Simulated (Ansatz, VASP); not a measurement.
# One calculation of HfC, two programs

```
Hf C
1.0
     0.00000    2.30366    2.30366
     2.30366    0.00000    2.30366
     2.30366    2.30366    0.00000
Hf C
1 1
Direct
  0.50000 0.50000 0.50000
  0.00000 0.00000 0.00000
```

Alike in both runs: functional PBEsol; k mesh 16 × 16 × 16; occupations gaussian, width 0.1 eV; no spin polarisation.

Ansatz relaxed the structure, and its values are those at the end. VASP's run is a single point on that final structure, the one shown.

|  | VASP | Ansatz |
| --- | --- | --- |
| version | VASP 6.6.1 | Ansatz 0.2.0 |
| potentials or method | VASP PAW PBE potentials, release 64 (Hf_pv, C) | scalar-relativistic, plane waves, PAW |
| plane-wave cutoff (eV) | 520 | 420 |
| valence electrons in the cell | 14 | 30 |

Ansatz gave:

| Property | Result |
| --- | --- |
| gap on the k mesh at the Fermi level (eV) | none |
| pressure (GPa) | 0.0 |

Task: What did VASP give for the same quantities?

Result: gap on the k mesh at the Fermi level (eV): none; pressure (GPa): -0.4.

A gap of «none» marks a metal or a gap that the smearing closes. The two sets of potentials don't hold the same shells in valence.

Caveats: the PAW data sets were made with another functional, which shifts forces and pressure a little (VASP). The runs have no spin-orbit coupling, so splittings on Hf are missing.
